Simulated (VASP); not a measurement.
Runs of VASP 6.6.1 on Ge. It takes space group Fmmm (No. 69, orthorhombic). The conventional cell has a = 5.261 Å, b = 5.771 Å, c = 10.231 Å, α = 90.00°, β = 90.00°, γ = 90.00°. Around Ge (site symmetry m2m) lie 5 Ge at 2.61 to 2.73 Å. Around Ge (site symmetry mm2) lie 6 Ge at 2.71 to 2.96 Å. This isn't the form of Ge at room conditions, which is diamond.

| level | potentials or basis | pressure (GPa) | largest force (eV/Å) |
| --- | --- | --- | --- |
| BLYP | VASP PAW PBE potentials, release 64 (Ge_d) | 6.1 | 0.12 |
| AM05 | VASP PAW PBE potentials, release 64 (Ge_d) | (c) | 0.09 |
| revPBE | VASP PAW PBE potentials, release 64 (Ge_d) | 1.0 | 0.07 |
| RPBE | VASP PAW PBE potentials, release 64 (Ge_d) | 1.5 | 0.07 |
| PBEsol | VASP PAW PBE potentials, release 64 (Ge_d) | (b) | 0.09 |
| PBE | VASP PAW PBE potentials, release 64 (Ge_d) | -0.2 | 0.08 |
| LDA | VASP PAW LDA potentials, release 64 (Ge_d) | (a) | 0.12 |
| PW91 | VASP PAW PBE potentials, release 64 (Ge_d) | 0.1 | 0.09 |

Alike in all rows: task band structure; no spin polarisation; cell as given; k mesh 5 × 5 × 5; cutoff (eV) 520; smearing fermi-dirac 0.05 eV.

Question: Fill in the values left out.

Answer: (a) -5.3; (b) -3.7; (c) -4.2.

Caveats: the PAW data sets were made with another functional, which shifts forces and pressure a little (some runs).
